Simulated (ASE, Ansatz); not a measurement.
# 1/2<110> screw dislocation dipole in AlN (shuffle set) (1080 atoms): support functions against a reference, part 2 of 3

Wanted: errors and times of a linear-scaling basis for 1/2<110> screw dislocation dipole in AlN (shuffle set) (1080 atoms). A setting counts as converged where the r.m.s. difference of forces stays under 1 % of the r.m.s. force.

Ansatz 0.2.0; Kohn-Sham DFT, PBE, PAW (set soft_2), plane waves.

The cell: 540 Al and 540 N. The host structure and its lattice constant were typed by rule, without a check against the phase diagram.

So far. Step 4 (Support functions low): Forces differ from the reference by 0.41 meV/Å r.m.s., 0.062 % of their size, well within a tolerance of 1 %; the energy by -2.9 meV/atom. Step 5 (Support functions high): Forces differ from the reference by 0.23 meV/Å r.m.s., 0.034 % of their size, well within a tolerance of 1 %; the energy by -2.9 meV/atom.

**6. Support functions medium, radius 3.35 Å**

The radius confines each support function; a larger one gives more freedom and more work per atom.

This step: Kohn-Sham DFT, PBE, PAW (set soft_2), localised support functions (medium) (Ansatz 0.2.0).

input.yaml reads:

```yaml
crystal:
  lattice:
    - [53.64383, 0.0, 0.0]
    - [0.0, 22.75915, -1.54855]
    - [0.0, 0.0, 9.29138]
  atoms:
    [... the 1080 atom lines of step 2 ...]
kpoints:
  mp_grid: { grid: [1, 1, 2] }
hamiltonian:
  xc: pbe
scf:
  occupations: { method: fermi_dirac, width: 0.025 }
  eigensolver: { kind: { support_functions: { accuracy: medium, radius: 3.35 } } }
  max_iter: 150
output:
  forces: true
```

Started as:

```sh
$ ansatz run input.yaml --threads 32 --pin off --max-ram 143360MiB --backend cuda --events-out ev --progress --plain --runs-dir out
```

Numbers of over 12 decimals in the logs are rounded to 6 here.

The log of the run:

```text
[...]
GPU FFT provider: cuFFT
GPU libraries: cuBLAS 13.8.1, cuFFT 12.4.0, cuSOLVER 12.3.2
[...]
Crystal: 1080 atoms, lattice volume = 11343.734 Å³
Basis set: ecut = 420 eV, 221701 PW (Γ), exchange–correlation on 720×320×128 points (8 copies of the dense FFT grid, shifted against one another)
Bands: 2592, of which v1, the nominal top of the filled ones, is band 2160 counted from 1 (2159 counted from 0)
Symmetry: 1 space group operations
k-points: 2
[...]
GPU buffer pool allocated for 3686400 grid points (all kernels)
[...]
SCF iter   1: F=—  HF=-499128.104488 eV  |F-HF|=—  |Δ(HF+E_count)|=         —  Δρ=1.39e-1  dr2=2.66e3  ethr=1.00e-1
[...]
SCF iter  11: F=—  HF=-499016.505347 eV  |F-HF|=—  |Δ(HF+E_count)|=   3.73e-2  Δρ=1.13e-5  dr2=1.21e-5  ethr=1.56e-9  κ⁻¹=2.4e-6(r=7)
SCF iter  12: F=-499016.505344 eV  HF=-499016.505345 eV  |F-HF|=1.21e-6  |Δ(HF+E_count)|=   2.04e-6  Δρ=3.80e-6  dr2=1.64e-6  ethr=2.81e-10
SCF 1 converged in 12 iterations: F = -499017.045417 eV  dr2 = 1.64e-6
[...]
SCF converged after 12 iterations
[...]
Free energy (F): -499017.045417 eV
[...]
Internal energy: -499017.045417 eV  (E = F + TS)
E sigma→0 (E₀):  -499017.045417 eV
Fermi energy:    8.679324 eV
[...]
Σ components = -499017.045417   (vs F -499017.045417, Δ=0.00e0)
--- Forces (eV/Å), atoms counted from 1 ---
[... 1080 lines of forces left out ...]
  max |Σ_I F_I| component: 4.21e-1 eV/Å
--- Band table (eV) ---
[... left out ...]
[...]
```

Wall time 26 s (1 × NVIDIA GB200 with 32 threads of Arm Neoverse V2, shared host); peak memory 2.9 GiB; 46 s of CPU time.

That memory is the host's; the program planned up to 22.9 GiB on the GPU.

Keys that differ from the reference: support_functions.accuracy = "medium", support_functions.radius = 3.35 and scf.max_iter = 150.

Forces differ from the reference by 0.46 meV/Å r.m.s., 0.069 % of their size, well within a tolerance of 1 %; the energy by -2.9 meV/atom.

**7. Support functions medium, radius 3.63 Å**

The radius confines each support function; a larger one gives more freedom and more work per atom.

input.yaml, the sections that differ from step 6:

```yaml
scf:
  occupations: { method: fermi_dirac, width: 0.025 }
  eigensolver: { kind: { support_functions: { accuracy: medium, radius: 3.63 } } }
  max_iter: 150
# crystal, kpoints, hamiltonian, output: as in step 6
```

The log of the run:

```text
[...]
GPU FFT provider: cuFFT
GPU libraries: cuBLAS 13.8.1, cuFFT 12.4.0, cuSOLVER 12.3.2
[...]
Crystal: 1080 atoms, lattice volume = 11343.734 Å³
Basis set: ecut = 420 eV, 221701 PW (Γ), exchange–correlation on 720×320×128 points (8 copies of the dense FFT grid, shifted against one another)
Bands: 2592, of which v1, the nominal top of the filled ones, is band 2160 counted from 1 (2159 counted from 0)
Symmetry: 1 space group operations
k-points: 2
[...]
GPU buffer pool allocated for 3686400 grid points (all kernels)
[...]
SCF iter   1: F=—  HF=-499182.439312 eV  |F-HF|=—  |Δ(HF+E_count)|=         —  Δρ=1.40e-1  dr2=2.68e3  ethr=1.00e-1
[...]
SCF iter  11: F=—  HF=-499016.832851 eV  |F-HF|=—  |Δ(HF+E_count)|=   1.66e-2  Δρ=1.10e-5  dr2=1.07e-5  ethr=1.58e-9  κ⁻¹=2.6e-6(r=7)
SCF iter  12: F=-499016.832848 eV  HF=-499016.832850 eV  |F-HF|=1.23e-6  |Δ(HF+E_count)|=   1.51e-6  Δρ=3.97e-6  dr2=1.69e-6  ethr=2.48e-10
SCF 1 converged in 12 iterations: F = -499017.043910 eV  dr2 = 1.69e-6
[...]
SCF converged after 12 iterations
[...]
Free energy (F): -499017.043910 eV
[...]
Internal energy: -499017.043910 eV  (E = F + TS)
E sigma→0 (E₀):  -499017.043910 eV
Fermi energy:    8.678814 eV
[...]
Σ components = -499017.043910   (vs F -499017.043910, Δ=0.00e0)
--- Forces (eV/Å), atoms counted from 1 ---
[... 1080 lines of forces left out ...]
  max |Σ_I F_I| component: 4.57e-1 eV/Å
--- Band table (eV) ---
[... left out ...]
[...]
```

The job ended after 27 s (1 × NVIDIA GB200 with 32 threads; peak memory 3.1 GiB).

That memory is the host's; the program planned up to 25.2 GiB on the GPU.

Keys that differ from the reference: support_functions.accuracy = "medium", support_functions.radius = 3.63 and scf.max_iter = 150.

Forces differ from the reference by 0.36 meV/Å r.m.s., 0.054 % of their size, well within a tolerance of 1 %; the energy by -2.9 meV/atom.

**8. Support functions medium, radius 3.87 Å**

The radius confines each support function; a larger one gives more freedom and more work per atom.

input.yaml, the sections that differ from step 7:

```yaml
scf:
  occupations: { method: fermi_dirac, width: 0.025 }
  eigensolver: { kind: { support_functions: { accuracy: medium, radius: 3.87 } } }
  max_iter: 150
# crystal, kpoints, hamiltonian, output: as in step 7
```

The log of the run:

```text
[...]
GPU FFT provider: cuFFT
GPU libraries: cuBLAS 13.8.1, cuFFT 12.4.0, cuSOLVER 12.3.2
[...]
Crystal: 1080 atoms, lattice volume = 11343.734 Å³
Basis set: ecut = 420 eV, 221701 PW (Γ), exchange–correlation on 720×320×128 points (8 copies of the dense FFT grid, shifted against one another)
Bands: 2592, of which v1, the nominal top of the filled ones, is band 2160 counted from 1 (2159 counted from 0)
Symmetry: 1 space group operations
k-points: 2
[...]
GPU buffer pool allocated for 3686400 grid points (all kernels)
[...]
SCF iter   1: F=—  HF=-499192.202448 eV  |F-HF|=—  |Δ(HF+E_count)|=         —  Δρ=1.40e-1  dr2=2.71e3  ethr=1.00e-1
[...]
SCF iter  11: F=—  HF=-499016.941756 eV  |F-HF|=—  |Δ(HF+E_count)|=   9.21e-3  Δρ=1.22e-5  dr2=1.29e-5  ethr=1.72e-9  κ⁻¹=2.7e-6(r=7)
SCF iter  12: F=-499016.941754 eV  HF=-499016.941755 eV  |F-HF|=1.39e-6  |Δ(HF+E_count)|=   1.52e-6  Δρ=4.39e-6  dr2=1.92e-6  ethr=2.99e-10
SCF 1 converged in 12 iterations: F = -499017.044427 eV  dr2 = 1.92e-6
[...]
SCF converged after 12 iterations
[...]
Free energy (F): -499017.044427 eV
[...]
Internal energy: -499017.044427 eV  (E = F + TS)
E sigma→0 (E₀):  -499017.044427 eV
Fermi energy:    8.678677 eV
[...]
Σ components = -499017.044427   (vs F -499017.044427, Δ=0.00e0)
--- Forces (eV/Å), atoms counted from 1 ---
[... 1080 lines of forces left out ...]
  max |Σ_I F_I| component: 4.25e-1 eV/Å
--- Band table (eV) ---
[... left out ...]
[...]
```

Wall time 28 s (1 × NVIDIA GB200 with 32 threads); peak memory 3.3 GiB.

That memory is the host's; the program planned up to 27.5 GiB on the GPU.

Keys that differ from the reference: support_functions.accuracy = "medium", support_functions.radius = 3.87 and scf.max_iter = 150.

Forces differ from the reference by 0.33 meV/Å r.m.s., 0.049 % of their size, well within a tolerance of 1 %; the energy by -2.9 meV/atom.

**9. Support functions medium, radius 4.15 Å**

The radius confines each support function; a larger one gives more freedom and more work per atom.

input.yaml, the sections that differ from step 8:

```yaml
scf:
  occupations: { method: fermi_dirac, width: 0.025 }
  eigensolver: { kind: { support_functions: { accuracy: medium, radius: 4.15 } } }
  max_iter: 150
# crystal, kpoints, hamiltonian, output: as in step 8
```

The log of the run:

```text
[...]
GPU FFT provider: cuFFT
GPU libraries: cuBLAS 13.8.1, cuFFT 12.4.0, cuSOLVER 12.3.2
[...]
Crystal: 1080 atoms, lattice volume = 11343.734 Å³
Basis set: ecut = 420 eV, 221701 PW (Γ), exchange–correlation on 720×320×128 points (8 copies of the dense FFT grid, shifted against one another)
Bands: 2592, of which v1, the nominal top of the filled ones, is band 2160 counted from 1 (2159 counted from 0)
Symmetry: 1 space group operations
k-points: 2
[...]
GPU buffer pool allocated for 3686400 grid points (all kernels)
[...]
SCF iter   1: F=—  HF=-499191.557385 eV  |F-HF|=—  |Δ(HF+E_count)|=         —  Δρ=1.41e-1  dr2=2.73e3  ethr=1.00e-1
[...]
SCF iter  11: F=—  HF=-499016.994424 eV  |F-HF|=—  |Δ(HF+E_count)|=   4.59e-3  Δρ=1.10e-5  dr2=1.19e-5  ethr=1.93e-9  κ⁻¹=3.0e-6(r=7)
SCF iter  12: F=-499016.994421 eV  HF=-499016.994422 eV  |F-HF|=1.59e-6  |Δ(HF+E_count)|=   1.37e-6  Δρ=4.83e-6  dr2=2.24e-6  ethr=2.76e-10
SCF 1 converged in 12 iterations: F = -499017.044665 eV  dr2 = 2.24e-6
[...]
SCF converged after 12 iterations
[...]
Free energy (F): -499017.044665 eV
[...]
Internal energy: -499017.044665 eV  (E = F + TS)
E sigma→0 (E₀):  -499017.044665 eV
Fermi energy:    8.678580 eV
[...]
Σ components = -499017.044665   (vs F -499017.044665, Δ=0.00e0)
--- Forces (eV/Å), atoms counted from 1 ---
[... 1080 lines of forces left out ...]
  max |Σ_I F_I| component: 4.63e-1 eV/Å
--- Band table (eV) ---
[... left out ...]
[...]
```

The job ended after 30 s (1 × NVIDIA GB200 with 32 threads; peak memory 3.6 GiB; 53 s of CPU time).

That memory is the host's; the program planned up to 30.8 GiB on the GPU.

Keys that differ from the reference: support_functions.accuracy = "medium", support_functions.radius = 4.15 and scf.max_iter = 150.

Forces differ from the reference by 0.34 meV/Å r.m.s., 0.050 % of their size, well within a tolerance of 1 %; the energy by -2.9 meV/atom.

**10. Support functions medium, radius 4.66 Å**

The radius confines each support function; a larger one gives more freedom and more work per atom.

input.yaml, the sections that differ from step 9:

```yaml
scf:
  occupations: { method: fermi_dirac, width: 0.025 }
  eigensolver: { kind: { support_functions: { accuracy: medium, radius: 4.66 } } }
  max_iter: 150
# crystal, kpoints, hamiltonian, output: as in step 9
```

The log of the run:

```text
[...]
GPU FFT provider: cuFFT
GPU libraries: cuBLAS 13.8.1, cuFFT 12.4.0, cuSOLVER 12.3.2
[...]
Crystal: 1080 atoms, lattice volume = 11343.734 Å³
Basis set: ecut = 420 eV, 221701 PW (Γ), exchange–correlation on 720×320×128 points (8 copies of the dense FFT grid, shifted against one another)
Bands: 2592, of which v1, the nominal top of the filled ones, is band 2160 counted from 1 (2159 counted from 0)
Symmetry: 1 space group operations
k-points: 2
[...]
GPU buffer pool allocated for 3686400 grid points (all kernels)
[...]
SCF iter   1: F=—  HF=-499186.410275 eV  |F-HF|=—  |Δ(HF+E_count)|=         —  Δρ=1.41e-1  dr2=2.74e3  ethr=1.00e-1
[...]
SCF iter  11: F=—  HF=-499017.026609 eV  |F-HF|=—  |Δ(HF+E_count)|=   1.81e-3  Δρ=6.86e-6  dr2=8.98e-6  ethr=2.02e-9  κ⁻¹=3.1e-6(r=7)
SCF iter  12: F=-499017.026606 eV  HF=-499017.026607 eV  |F-HF|=1.77e-6  |Δ(HF+E_count)|=   1.57e-6  Δρ=5.30e-6  dr2=2.61e-6  ethr=2.08e-10
SCF 1 converged in 12 iterations: F = -499017.044681 eV  dr2 = 2.61e-6
[...]
SCF converged after 12 iterations
[...]
Free energy (F): -499017.044681 eV
[...]
Internal energy: -499017.044681 eV  (E = F + TS)
E sigma→0 (E₀):  -499017.044681 eV
Fermi energy:    8.678527 eV
[...]
Σ components = -499017.044681   (vs F -499017.044681, Δ=0.00e0)
--- Forces (eV/Å), atoms counted from 1 ---
[... 1080 lines of forces left out ...]
  max |Σ_I F_I| component: 4.59e-1 eV/Å
--- Band table (eV) ---
[... left out ...]
[...]
```

It took 33 s on 1 × NVIDIA GB200 with 32 threads; peak memory 4 GiB.

That memory is the host's; the program planned up to 38.2 GiB on the GPU.

Keys that differ from the reference: support_functions.accuracy = "medium", support_functions.radius = 4.66 and scf.max_iter = 150.

Forces differ from the reference by 0.33 meV/Å r.m.s., 0.050 % of their size, well within a tolerance of 1 %; the energy by -2.9 meV/atom.

**11. Support functions medium, radius 5.18 Å**

The radius confines each support function; a larger one gives more freedom and more work per atom.

input.yaml, the sections that differ from step 10:

```yaml
scf:
  occupations: { method: fermi_dirac, width: 0.025 }
  eigensolver: { kind: { support_functions: { accuracy: medium, radius: 5.18 } } }
  max_iter: 150
# crystal, kpoints, hamiltonian, output: as in step 10
```

The log of the run:

```text
[...]
GPU FFT provider: cuFFT
GPU libraries: cuBLAS 13.8.1, cuFFT 12.4.0, cuSOLVER 12.3.2
[...]
Crystal: 1080 atoms, lattice volume = 11343.734 Å³
Basis set: ecut = 420 eV, 221701 PW (Γ), exchange–correlation on 720×320×128 points (8 copies of the dense FFT grid, shifted against one another)
Bands: 2592, of which v1, the nominal top of the filled ones, is band 2160 counted from 1 (2159 counted from 0)
Symmetry: 1 space group operations
k-points: 2
[...]
GPU buffer pool allocated for 3686400 grid points (all kernels)
[...]
SCF iter   1: F=—  HF=-499185.380305 eV  |F-HF|=—  |Δ(HF+E_count)|=         —  Δρ=1.41e-1  dr2=2.74e3  ethr=1.00e-1
[...]
SCF iter  11: F=—  HF=-499017.032012 eV  |F-HF|=—  |Δ(HF+E_count)|=   1.44e-3  Δρ=6.34e-6  dr2=9.10e-6  ethr=2.00e-9  κ⁻¹=3.1e-6(r=7)
SCF iter  12: F=-499017.032009 eV  HF=-499017.032011 eV  |F-HF|=1.99e-6  |Δ(HF+E_count)|=   1.57e-6  Δρ=5.67e-6  dr2=2.97e-6  ethr=2.11e-10
SCF 1 converged in 12 iterations: F = -499017.044666 eV  dr2 = 2.97e-6
[...]
SCF converged after 12 iterations
[...]
Free energy (F): -499017.044666 eV
[...]
Internal energy: -499017.044666 eV  (E = F + TS)
E sigma→0 (E₀):  -499017.044666 eV
Fermi energy:    8.678494 eV
[...]
Σ components = -499017.044666   (vs F -499017.044666, Δ=0.00e0)
--- Forces (eV/Å), atoms counted from 1 ---
[... 1080 lines of forces left out ...]
  max |Σ_I F_I| component: 4.50e-1 eV/Å
--- Band table (eV) ---
[... left out ...]
[...]
```

It took 39 s on 1 × NVIDIA GB200 with 32 threads; peak memory 4.7 GiB.

That memory is the host's; the program planned up to 48.3 GiB on the GPU.

Keys that differ from the reference: support_functions.accuracy = "medium", support_functions.radius = 5.18 and scf.max_iter = 150.

Forces differ from the reference by 0.33 meV/Å r.m.s., 0.049 % of their size, well within a tolerance of 1 %; the energy by -2.9 meV/atom.

**12. A changed input**

The input is spoilt on purpose; the run shows how that looks.

input.yaml, the sections that differ from step 11:

```yaml
scf:
  occupations: { method: fermi_dirac, width: 0.025 }
  eigensolver: { kind: { support_functions: { accuracy: medium, radius: 1.5 } } }
  max_iter: 60
# crystal, kpoints, hamiltonian, output: as in step 11
```

The log of the run:

```text
Warning: scf.eigensolver.kind.support_functions: disabling space-group detection — the functions' gradient is summed over unrotated k-points, so no spatial operation reduces the k-mesh or symmetrises the density; time reversal is kept, so that k and −k are solved as one point where they differ and the mesh holds both, and exact exchange and, on two spinor components, a DFT+U term hold to it where the run has them: [...]
settings of this run that can trade accuracy for cost: scf.eigensolver.kind.support_functions [...]
Engine: ansatz 0.2.0, aarch64-unknown-linux-gnu
Pseudopotentials: kind: paw
Pseudopotential: Al, paw, valence charge 3, recommended cutoff 420 eV (normal), Al.paw.azcp
Pseudopotential: N, paw, valence charge 5, recommended cutoff 420 eV (normal), N.paw.azcp
[... 5 lines on functional and potentials left out ...]
device memory: the entry about to start is reckoned to put 2.5 GiB on a device that reports 182.5 GiB free
Error: SCF: the radius of support functions is under 3.29 Å, the least for these sites at the functions' level (scf.eigensolver.kind.support_functions.accuracy). Use scf.eigensolver.kind: auto, or type scf.eigensolver.kind.support_functions.radius at least as long, [...]
```

It took 1.2 s on 1 × NVIDIA GB200 with 32 threads; peak memory 1.2 GiB.

That memory is the host's; the program planned up to 2.5 GiB on the GPU.

The program refuses radii under 3.29 Å for these atoms at this level.

**13. The ladder side by side**

Each row is set against the plane-wave reference (Kohn-Sham DFT, PBE, PAW (set soft_2), plane waves; r.m.s. force component 0.667 eV/Å). Energies are set beside the reference only for runs with its functional, potentials and electron count. Times are for 1 × NVIDIA GB200 with 32 threads of Arm Neoverse V2, shared host. The reference's time includes the DOS, the stress and grids, which some other runs skip.

```csv
run,"Δ force, r.m.s. (meV/Å)",share of r.m.s. force (%),Δ energy (meV/atom),Δ gap (eV),cycles,time,host memory (GiB),planned on the GPU (GiB)
reference,-,-,-,-,14,63 s,17,167
support functions medium,0.412,0.0618,-2.90,0.0015,12,26 s,3.0,24
support functions low,0.414,0.0621,-2.90,0.0019,11,25 s,3.0,24
support functions high,0.225,0.0338,-2.88,3.0e-4,15,44 s,4.5,44
"support functions medium, radius 3.35 Å",0.46,0.0689,-2.91,0.0018,12,26 s,2.9,23
"support functions medium, radius 3.63 Å",0.362,0.0543,-2.90,9.0e-4,12,27 s,3.1,25
"support functions medium, radius 3.87 Å",0.329,0.0493,-2.90,8.0e-4,12,28 s,3.3,28
"support functions medium, radius 4.15 Å",0.336,0.0504,-2.91,7.0e-4,12,30 s,3.6,31
"support functions medium, radius 4.66 Å",0.333,0.0499,-2.91,5.0e-4,12,33 s,4.0,38
"support functions medium, radius 5.18 Å",0.329,0.0494,-2.91,5.0e-4,12,39 s,4.7,48
```

**14. What the reference run shows**

With the settings judged, the reference run is read for its physics.

Length of the force by element:

```
element  coordination  atoms  mean length of the force (eV/Å)  spread   least  most
     Al           all    540                            0.960   0.721   0.108  8.38
      N           all    540                            0.916   0.623  0.0985  7.67
```

Löwdin charges by element (they lack the spilled electrons, 0.031 e an atom on average):

| element | coordination | atoms | mean charge (e) | spread | least | most |
| --- | --- | --- | --- | --- | --- | --- |
| Al | all | 540 | 1.07 | 0.0068 | 1.04 | 1.10 |
| N | all | 540 | -1.01 | 0.008 | -1.03 | -0.974 |

(Part 2 of 3 ends here.)

[Logs are printed without paths, hosts, clocks, repeated set-up lines and the standing remarks that a program may print on its own settings, such as how far it seeks lower states.]

[Hosts, paths, dates, database ids (printed as entryN), source tags and the programs' standing remarks are cut or masked in the printed files.]
